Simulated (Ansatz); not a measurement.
Runs of Ansatz 0.2.0 on MnF2. The structure is tetragonal, space group P4_2/mnm (No. 136). The conventional cell has a = 4.874 Å, b = 4.874 Å, c = 3.311 Å, α = 90.00°, β = 90.00°, γ = 90.00°. Mn (site symmetry mmm) is surrounded by 6 F at 2.10 to 2.13 Å. F (site symmetry m2m) has 3 Mn at 2.10 to 2.13 Å as nearest neighbours. 

```tsv
spin	k mesh	gap on the mesh (eV)	pressure (GPa)	moment (μB)	largest force (eV/Å)
collinear, ferrimagnetic start	6 × 6 × 8	2.01	-1.8	0.00	0.06
collinear, random start	6 × 6 × 8	2.01	-1.8	0.00	0.06
off	6 × 6 × 8	none	(a)	-	0.07
collinear, antiferromagnetic start	6 × 6 × 8	2.01	-1.8	0.00	0.06
non-collinear, random start	4 × 4 × 6	2.01	-1.8	0.02	0.06
```

Alike in all rows: task single point; level PBEsol; potentials or basis Ansatz PAW; cell as given; cutoff (eV) 420; smearing fermi-dirac 0.05 eV.

Task: Fill in the values left out.

Result: (a) -20.8.

Caveats: the PAW data sets come from PBE, with cores solved anew for the run's functional, which leaves a small shift of forces and pressure; the starting moments weren't kept (some runs); semilocal functionals often make such compounds metallic where correlation or magnetic order opens a gap, which also shifts bond lengths (some runs).

A k mesh can miss the band edges.

A gap of «none» marks a metal or a gap under the smearing width.
